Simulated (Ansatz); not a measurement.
The calculation used DFT PBE, scalar-relativistic, plane waves, PAW (Ansatz). Cutoff 420 eV, Γ-centred meshes of about 0.25 Å⁻¹ or finer for metals and 0.3 Å⁻¹ for insulators (2π included), Gaussian smearing. No spin polarisation.

This relaxed TiAl₃ cell comes from a structure search over trial cells.

```
CELL_PARAMETERS angstrom
-1.94938 1.94938 8.33104
1.94938 -1.94938 8.33104
1.94938 1.94938 -8.33104
ATOMIC_POSITIONS crystal
Ti 0.11904 0.11904 0.00000
Ti 0.88096 0.88096 0.00000
Al 0.50000 0.00000 0.50000
Al 0.00000 0.50000 0.50000
Al 0.75000 0.25000 0.50000
Al 0.62492 0.62492 0.00000
Al 0.25000 0.75000 0.50000
Al 0.37508 0.37508 0.00000
```

Problem. Is it a true minimum?

Solution. As far as tested, yes. The phonons at Γ show no imaginary mode. (Phonon run: 12×12×12 k mesh, Gaussian smearing of 0.10 eV.) After random moves of the atoms it relaxes back. Other q points weren't tested. The optical modes at Γ run from 169 to 354 cm⁻¹. Around Ti lie 12 Al at 2.76–2.93 Å; Al on a site of symmetry mmm has 8 Al at 2.76–2.85 Å and 4 Ti at 2.78 Å; Al on a site of symmetry -4m2 is surrounded by 8 Al at 2.76–2.85 Å and 4 Ti at 2.93 Å; around Al on a site of symmetry 4mm lie 4 Ti at 2.76 Å and 8 Al at 2.85 Å.

Phonons of metals hang on the k mesh and the smearing.
